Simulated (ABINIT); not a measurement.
Au:

```
Au
1.0
     2.90000    0.00000    0.00000
    -1.45000    2.51147    0.00000
     0.00000    0.00000    4.88000
Au
2
Direct
  0.66667 0.33333 0.25000
  0.33333 0.66667 0.75000
```

This isn't the form of Au at room conditions, which is fcc.

| Property | Result |
| --- | --- |
| Program | ABINIT 10.8.3 (patched build) |
| Task | relaxation of cell and atoms |
| Functional | LDA |
| Potentials or basis | JTH PAW PBE v2.0 |
| Cutoff | 653 eV |
| k mesh | 11 × 11 × 6 |
| Occupations | fermi-dirac, width 0.05 eV |
| Spin | no spin polarisation |

At the start: pressure -10.1 GPa; volume 17.77 Å³/atom.

Q: How do energy, volume and symmetry change on relaxing?

A: Over 6 steps the energy falls by 37.7 meV/atom and the volume is 16.67 Å³/atom (-6.2 %); space group P6_3/mmc (No. 194, to 0.05 Å).

Step by step:
| step | energy change (eV) | largest force (eV/Å) | pressure (GPa) | volume (Å³) |
| --- | --- | --- | --- | --- |
| 1 | 0.0000 | 0.0000 | -10.13 | 35.54 |
| 2 | -0.0542 | 0.0000 | -5.63 | 34.45 |
| 3 | -0.0744 | 0.0000 | 0.86 | 33.20 |
| 4 | -0.0750 | 0.0000 | 0.00 | 33.34 |
| 5 | -0.0752 | 0.0000 | -0.13 | 33.36 |
| 6 | -0.0754 | 0.0000 | -0.03 | 33.34 |

Final structure:
```
CELL_PARAMETERS angstrom
2.84985 0.00000 0.00000
-1.42493 2.46805 0.00000
0.00000 0.00000 4.73982
ATOMIC_POSITIONS crystal
Au 0.66667 0.33333 0.25000
Au 0.33333 0.66667 0.75000
```

Caveat: the PAW data sets were made with another functional, which shifts forces and pressure a little.
